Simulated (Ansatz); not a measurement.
Ta, a known structure type with other elements, at an estimated volume

```yaml
crystal:
  lattice:
    - [-1.63914, 1.63914, 1.63914]
    - [1.63914, -1.63914, 1.63914]
    - [1.63914, 1.63914, -1.63914]
  atoms:
    - { symbol: Ta, position: [0.00000, 0.00000, 0.00000] }
```

Method: PBE, no spin polarisation; PAW, plane waves to 420 eV, 14×14×14 Γ-centred mesh, gaussian occupations (width 0.1523 eV) (Ansatz 0.2.0), atoms fixed.

Problem. Describe some of the short contacts.

Solution. Ta–Ta at 2.84 Å: least valence density 0.31 e/Å³ and ELF 0.29 there. Both are smooth PAW fields, read partly inside the augmentation spheres.

Problem. What does the stress say?

Solution. The pressure is 8.0 GPa (compression positive), so with the atoms held at these fractions the cell would first expand.

Problem. Is there a gap?

Solution. It is a metal, with about 1.5 states/eV a cell as the mean within 0.25 eV of the Fermi level, mostly Ta d (84 %).

Origin: a known structure type with other elements, at an estimated volume, so it need not be a known compound. Caveats: many states at the Fermi level without spin polarisation, so a magnetic state may lie lower; wide smearing.
